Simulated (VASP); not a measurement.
Input of a VASP 6.6.1 run:

INCAR

```
ALGO     = Normal         # electronic algorithm
EDIFF    = 1E-7           # SCF threshold, eV
EDIFFG   = -0.005         # ionic threshold
ENCUT    = 600            # plane-wave cutoff, eV
GGA      = PE             # functional
IBRION   = 2              # ionic algorithm
ISIF     = 3              # what is computed and relaxed
ISMEAR   = 1              # smearing method
LASPH    = True           # aspherical terms in the spheres
LCHARG   = False          # write CHGCAR
LREAL    = False          # projectors in reciprocal space
LWAVE    = False          # write WAVECAR
NELM     = 80             # most SCF steps
NSW      = 90             # ionic steps
PREC     = Accurate       # precision mode
SIGMA    = 0.1            # smearing width, eV
```

Contents of KPOINTS:

```
k-points
0
Gamma
  16 16 16
```

File POSCAR:

```
Ga                                      
1.0
   -1.6880889944      1.6880889944      1.6880889944
    1.6880889944     -1.6880889944      1.6880889944
    1.6880889944      1.6880889944     -1.6880889944
  Ga            
     1
Direct
     0.0000000000000000    0.0000000000000000    0.0000000000000000
```

Potentials or basis: VASP PAW PBE potentials, release 64 (Ga_d).

Run with:

```sh
$ cat potpaw_PBE.64/Ga_d/POTCAR > POTCAR
$ mpirun -np 1 vasp_std > vasp.out
```

What does it give for the band gap on the k mesh?

None (metal or under the smearing width).

Final structure:
```xyz
1
Lattice="-1.6881 1.6881 1.6881 1.6881 -1.6881 1.6881 1.6881 1.6881 -1.6881" Properties=species:S:1:pos:R:3 pbc="T T T"
Ga    0.0000    0.0000    0.0000
```

Caveat: the relaxation stopped at its first step, so nothing moved.
